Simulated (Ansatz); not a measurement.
# Sb2Te3 under a change: biaxial strain +3.17 %, plane normal [001], relaxed out of plane

The reference is Sb2Te3 in the Bi2Te3 type structure (space group R-3m, No. 166; a = 4.2761 Å, c = 29.8248 Å (hexagonal axes)). Axes: x lies along a and z along c of the hexagonal cell.

Perturbation: tensile biaxial strain of 3.17 % in the plane normal to [001], as in epitaxy on a mismatched substrate; the out-of-plane cell vector and the atoms relax.

Method: PBE-D3(BJ) (Ansatz, a program for electronic structure, PAW, no spin-orbit coupling). Γ-centred 9×9×9 mesh, Fermi–Dirac width 0.05 eV.

- Volume per atom = 32.38 Å³ (base 31.49 Å³)
- Space group = R-3m (No. 166) (base R-3m (No. 166))
- Shortest interatomic distance = 3.036 Å (base 3.005 Å)
- Energy relative to the base (free energy F) = +13 meV/atom
- Pressure (mean of the normal stresses, compression positive) = -1.34 GPa (base 0.00 GPa)
- Band gap = 0.14 eV (uncertain: the edges found look like a band crossing or inverted bands; both cells) (base 0.09 eV)
- Out-of-plane strain = -3.38 %
- Ratio −ε⊥/ε∥ = 1.07
- Mean in-plane stress (compression positive) = -2.0 GPa

With Sb and Te present, leaving out spin-orbit coupling can change the band edges. Whether these cells are dynamically stable was not tested. The zero or small gap of Sb2Te3 can change with the level of theory.
